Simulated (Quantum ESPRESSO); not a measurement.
Au:

```xyz
1
Lattice="0.0000 2.0350 2.0350 2.0350 0.0000 2.0350 2.0350 2.0350 0.0000" Properties=species:S:1:pos:R:3 pbc="T T T"
Au    0.0000    0.0000    0.0000
```

| Item | Value |
| --- | --- |
| Program | Quantum ESPRESSO 7.5 |
| Task | single point |
| Functional | PBE |
| Potentials or basis | SSSP 1.3 efficiency PBE |
| Cutoff | 816 eV |
| Density cutoff | 3265 eV |
| k mesh | 11 × 11 × 11 |
| Occupations | fermi-dirac, width 0.05 eV |
| Spin | no spin polarisation |

On this cell: pressure 9.8 GPa; band gap on the k mesh none (metal or under the smearing width).

The same run follows on a disturbed copy (cell strained at random at fixed volume):

```
Au
1.0
     0.05952    2.03278    2.02390
     2.06284    0.03015    2.05328
     2.07413    2.07344    0.01886
Au
1
Direct
  0.99810 0.99583 0.01853
```

Question: What changes?

Answer: The energy (extrapolated to zero smearing) moves by +6.6 meV/atom; pressure 10.0 GPa; band gap on the k mesh none (metal or under the smearing width).

Stress tensor (GPa, compression positive):
```
10.15 -2.17 -1.60
-2.17 10.00  0.26
-1.60  0.26  9.93
```
